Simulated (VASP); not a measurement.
A run of VASP 6.6.1 is set up as follows.

File INCAR:

```
  PREC = Accurate
  ENCUT = 520
  EDIFF = 1E-6
  ISMEAR = 0
  SIGMA = 0.05
  LREAL = F
  LASPH = T
  NELM = 150
  ALGO = Normal
  ISIF = 2
  LWAVE = F
  LCHARG = T
  ISPIN = 2
  MAGMOM = 2 2 2 2 0 0 0 0
  LORBIT = 11
  LMAXMIX = 4
  GGA = PS
  LELF = T
  LVHAR = T
  NBANDS = 46
```

File KPOINTS:

```
regular mesh
0
Gamma
  7 7 2
```

File POSCAR:

```
TaN
1.0
    3.0480018400      0.0000000000      0.0000000000
   -1.5240009200      2.6396470300      0.0000000000
    0.0000000000      0.0000000000      9.8359995600
Ta N
4 4
Direct
    0.0000000000      0.0000000000      0.0000000000
    0.0000000000      0.0000000000      0.2500000000
    0.0000000000      0.0000000000      0.5000000000
    0.0000000000      0.0000000000      0.7500000000
    0.3333333333      0.6666666667      0.1250000000
    0.6666666667      0.3333333333      0.3750000000
    0.3333333333      0.6666666667      0.6250000000
    0.6666666667      0.3333333333      0.8750000000
```

Potentials or basis: VASP PAW PBE potentials, release 64 (Ta_pv, N).

Launch:

```console
$ cat potpaw_PBE.64/Ta_pv/POTCAR potpaw_PBE.64/N/POTCAR > POTCAR
$ mpirun -np 1 vasp_std > vasp.out
```

**Question.** Predict the net moment.

**Answer.** 0.00 μB per cell.

**Question.** Predict the pressure.

**Answer.** 49.9 GPa.

**Question.** Predict the band gap on the k mesh.

**Answer.** None (metal or under the smearing width).

Stress tensor (GPa, compression positive):
```
 21.32   0.00   0.00
  0.00  21.32   0.00
  0.00   0.00 107.14
```

Caveat: a pressure of tens of GPa on the cell as given is suspect, and the run, the potentials or the cell itself is likely at fault; the PAW data sets were made with another functional, which shifts forces and pressure a little. The run has no spin-orbit coupling, so splittings on Ta are missing.
